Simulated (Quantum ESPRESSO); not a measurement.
## CoO under changes of volume

One of the cells (9.584 Å³/atom); the others are scaled copies at fixed shape and fractional positions:

```xyz
2
Lattice="-1.5080 1.5080 2.1072 1.5080 -1.5080 2.1072 1.5080 1.5080 -2.1072" Properties=species:S:1:pos:R:3 pbc="T T T"
Co    0.0000    0.0000    0.0000
O     0.0000    0.0000    2.1072
```

```yaml
Program: Quantum ESPRESSO 7.5
Functional: LDA
Potentials_or_basis: PseudoDojo 0.4.1 SR LDA standard
Cutoff: 1306 eV
Density_cutoff: 5225 eV
k_mesh: 10 × 10 × 10
Occupations: fermi-dirac, width 0.05 eV
Spin: collinear spin, ferromagnetic start
Starting_moments: "[2.0, 0.0] μB"
```

```tsv
volume (Å³/atom)	energy over the lowest point (meV/atom)	pressure (GPa)	moment (μB per cell)
9.009	0.00	-11.4	2.50
9.201	14.65	-13.2	2.69
9.392	31.53	-15.7	2.80
9.584	51.69	-18.3	2.87
9.776	?	?	?
9.967	101.34	-23.1	2.95
10.159	130.27	-25.2	2.97
```

Question: What does the run at 9.776 Å³/atom give?

Answer: Energy over the lowest point 75.06 meV/atom; pressure -20.8 GPa; moment 2.91 μB per cell.

Worked out: A Birch-Murnaghan fit of order 3 (a polynomial in V^(-2/3)) to the other rows has no minimum within the range. It gives 75.07 meV/atom at 9.776 Å³/atom, against the run's 75.06, and -dE/dV = -20.6 GPa, against -20.8. A parabola through the other rows of the moment, of slope 0.218 μB per Å³/atom there, gives 2.94 μB, against the run's 2.91.

Energies are extrapolated to zero smearing.

Caveats: a cell with one magnetic atom can't hold antiferromagnetic order, which such compounds often take.
